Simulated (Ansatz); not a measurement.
Al3Cu:

```xyz
4
Lattice="3.9242 0.0000 0.0000 0.0000 3.9242 0.0000 0.0000 0.0000 3.9242" Properties=species:S:1:pos:R:3 pbc="T T T"
Cu    0.0000    0.0000    0.0000
Al    1.9621    1.9621    0.0000
Al    1.9621    0.0000    1.9621
Al    0.0000    1.9621    1.9621
```

The cell comes from a database or a generator and needn't be the stable form of this composition.

Base run:

| Quantity | Value |
| --- | --- |
| Program | Ansatz 0.2.0 |
| Functional | PBEsol |
| Potentials or basis | all-electron LAPW, scalar-relativistic |
| Cutoff | 179 eV (chosen from the basis error) |
| Basis error allowed | 0.002 eV/atom |
| k mesh | 7 × 7 × 7 |
| Occupations | fermi-dirac, width 0.05 eV |
| Spin | no spin polarisation |

Its results: pressure -2.5 GPa.

Task: The run is repeated on the same cell with these changes: functional from PBEsol to LDA. What comes out?

Result: Pressure -5.2 GPa.

LDA binds more tightly than PBEsol, so the same cell stands under less pressure.
